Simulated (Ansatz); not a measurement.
Runs of Ansatz 0.2.0 on Si. The structure is cubic, space group Fd-3m (No. 227). Conventional cell: a = 5.444 Å, b = 5.444 Å, c = 5.444 Å, α = 90.00°, β = 90.00°, γ = 90.00°. Si (site symmetry -43m) is surrounded by 4 Si at 2.36 Å. 

```tsv
task	level	potentials or basis	spin	cell	k mesh	cutoff (eV)	smearing	points for each segment of the path	mesh quality	gap on the mesh (eV)	pressure (GPa)	relaxed volume (Å³/atom)
band structure	RPBE	Ansatz PAW	off	as given	8 × 8 × 8	420	fermi-dirac 0.05 eV	14	not flagged	0.68	2.9	-
relaxation of cell and atoms	revPBE+D3(BJ)	Ansatz PAW	off	relaxed	8 × 8 × 8	420	fermi-dirac 0.05 eV	-	not flagged	0.62	0.0	(b)
relaxation of cell and atoms	PBE	Ansatz PAW	off	relaxed	8 × 8 × 8	420	fermi-dirac 0.05 eV	-	not flagged	0.65	0.0	20.46
band structure	HF	Ansatz PAW	off	as given	4 × 4 × 4	420	fermi-dirac 0.05 eV	4	coarse	6.74	-	-
atomic charges	exchange-only PBE	Ansatz PAW	non-collinear, random start	as given	8 × 8 × 8	420	fixed	-	not flagged	0.84	10.2	-
band structure	HSE06	Ansatz PAW	off	as given	4 × 4 × 4	420	fermi-dirac 0.05 eV	4	coarse	(a)	-	-
band structure	PBE0	Ansatz PAW	off	as given	4 × 4 × 4	420	fermi-dirac 0.05 eV	4	coarse	(c)	-	-
```

Task: Estimate the missing entries.

Result: (a) 1.33; (b) 19.62; (c) 2.01.

Caveats: some runs use coarse meshes; the PAW data sets come from PBE, with cores solved anew for the run's functional, which leaves a small shift of forces and pressure (some runs); the potentials were made for another functional, which shifts forces and pressure (some runs); the k mesh misses the band edges, so the gap on the mesh is wider than the one along the path (some runs); the plane-wave basis is chosen anew once the cell has moved, so the energies of steps on either side of that aren't comparable (some runs).

Not every run made on this cell is shown here.
